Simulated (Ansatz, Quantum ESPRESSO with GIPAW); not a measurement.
# From a field gradient to a quadrupolar line: 17O in SiO2

A plane-wave PAW calculation (PBEsol, Ansatz) gives this electric field gradient, in 10²¹ V/m² and Cartesian axes, at one O site of SiO2 (atom 4; bridging Si-O-Si, 142°; site symmetry 1):

```
     -1.9653       -4.0889        4.7540
     -4.0889        1.8756       -4.9731
      4.7540       -4.9731        0.0897
```

17O has spin 5/2, Q = -0.02558 barn and |γ|/2π = 5.7742 MHz/T. The cell is the P3_221 form of a database entry, atoms relaxed, static and at 0 K. 

**Task.** Find C_Q, η_Q and ν_Q, and the shift and width of the central transition under fast MAS at 11.7 T and 20 T.

1. The tensor is symmetric and traceless. Its eigenvalues, ordered by size, are V_xx = -3.6174, V_yy = -5.8026 and V_zz = 9.4200.

2. η_Q = (V_xx − V_yy)/V_zz = 0.232.

3. C_Q = eQV_zz/h. One unit of 10²¹ V/m² with one barn gives 24.18 MHz, so C_Q = 24.18 × −0.02558 × 9.4200 = -5.826 MHz. A spectrum shows its size, not its sign.

4. ν_Q = 3C_Q/[2I(2I−1)] = 0.874 MHz in size, and P_Q = |C_Q|√(1 + η²/3) = 5.878 MHz.

5. The resonances lie at ν0 = 67.56 and 115.48 MHz, so ν_Q/ν0 is 0.013 at most and second order holds. The centre of gravity moves by δ_Q = −(3/40)(P_Q/ν0)² F × 10⁶ ppm, with F = [I(I+1) − 3/4]/[I²(2I−1)²] = 0.08: -45.4 ppm at 11.7 T and -15.5 ppm at 20 T.

6. Summing the second-order term over orientations gives a full width of 103 ppm (7.0 kHz) and 35.3 ppm (4.1 kHz). In ppm both fall as 1/B²: (11.7/20)² = 0.342. The spinning rate must pass the static width for this shape to show cleanly.

[Banner, clock, file and message-heading lines were taken out of the pw.x and gipaw.x logs.]

[Logs are printed without paths, hosts, clocks, repeated set-up lines and the standing remarks that a program may print on its own settings, such as how far it seeks lower states.]

[Hosts, paths, dates, database ids (printed as entryN), source tags and the programs' standing remarks are cut or masked in the printed files.]
